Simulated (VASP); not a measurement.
TaN: equilibrium volume by level of theory

```xyz
2
Lattice="0.0000 2.2113 2.2113 2.2113 0.0000 2.2113 2.2113 2.2113 0.0000" Properties=species:S:1:pos:R:3 pbc="T T T"
Ta    2.2113    2.2113    2.2113
N     0.0000    0.0000    0.0000
```

The cell comes from a database or a generator and needn't be the stable form of this composition.

| rung | level | program and potentials | cutoff (eV) | k mesh | smearing | equilibrium volume (Å³/atom) | notes |
| --- | --- | --- | --- | --- | --- | --- | --- |
| LDA | LDA | VASP, LDA PAW files N, Ta_pv, 600 eV | 600 | 16 × 16 × 16 | gaussian 0.1 | 10.33 | 8 valence electrons an atom on average |
| GGA | PBE | VASP, PBE PAW files N, Ta_pv, 600 eV | 600 | 16 × 16 × 16 | gaussian 0.1 | 10.80 | 8 valence electrons an atom on average |
| GGA + dispersion | PBE+D3(BJ) | VASP, PBE PAW files N, Ta_pv, 600 eV | 600 | 16 × 16 × 16 | gaussian 0.1 | 10.56 | 8 valence electrons an atom on average |
| GGA | PBEsol | VASP, PBE PAW files N, Ta, 580 eV | 580 | 16 × 16 × 16 | gaussian 0.1 | 10.48 | potentials made for PBE; 5 valence electrons an atom on average |
| GGA | PBEsol | VASP, PBE PAW files N, Ta_pv, 600 eV | 600 | 16 × 16 × 16 | gaussian 0.1 | 10.50 | potentials made for PBE; 8 valence electrons an atom on average |
| GGA | PBEsol | VASP, PBE PAW files N, Ta_pv, 600 eV | 600 | 6 × 6 × 6 | gaussian 0.1 | 10.51 | coarse mesh; potentials made for PBE; 8 valence electrons an atom on average |
| GGA | PBEsol | VASP, PBE PAW files N_s, Ta_pv, 480 eV | 480 | 16 × 16 × 16 | gaussian 0.1 | 10.50 | potentials made for PBE; 8 valence electrons an atom on average |
| GGA | RPBE | VASP, PBE PAW files N, Ta_pv, 600 eV | 600 | 16 × 16 × 16 | gaussian 0.1 | 10.95 | potentials made for PBE; 8 valence electrons an atom on average |

Task: relaxation of cell and atoms. All rows: no spin polarisation. Smearing widths are in eV. For a metal such meshes aren't converged. Meshes differ between rows, which moves values too. Meshes are those of the run's cell of 2 atoms unless a note names another. Relaxations start from the cell shown or near it and stop with a little pressure left. Runs on faulty files, with rough fits or with known faults for this quantity aren't shown. No row holds spin-orbit coupling.

By rung: LDA 10.33; GGA 10.48 to 10.95; GGA + dispersion 10.56; GGA on coarse meshes 10.51 (Å³/atom).

The equilibrium volume of rocksalt TaN depends mainly on the functional, rising from 10.33 Å³/atom in LDA through PBEsol and PBE to 10.95 in RPBE. This order follows the treatment of exchange: stronger gradient enhancement favours inhomogeneous densities and so weakens the cohesion of the Ta–N network, where covalent d–p bonding is combined with ionic and metallic contributions. PBEsol tempers that enhancement and falls between LDA and PBE.

Adding D3(BJ) contracts the PBE cell to 10.56, close to PBEsol, but the resemblance doesn't identify dispersion as a major part of the bonding. In a metallic nitride, screening makes a pairwise correction hard to interpret, and it may partly offset PBE's underbinding.

The PBEsol results with different potentials span only 10.48 to 10.50, so treating the Ta semicore p electrons as valence appears to matter little here. Choosing the most accurate functional would require a measured volume for stoichiometric material, since rocksalt tantalum nitride readily accommodates vacancies that alter its lattice parameter.
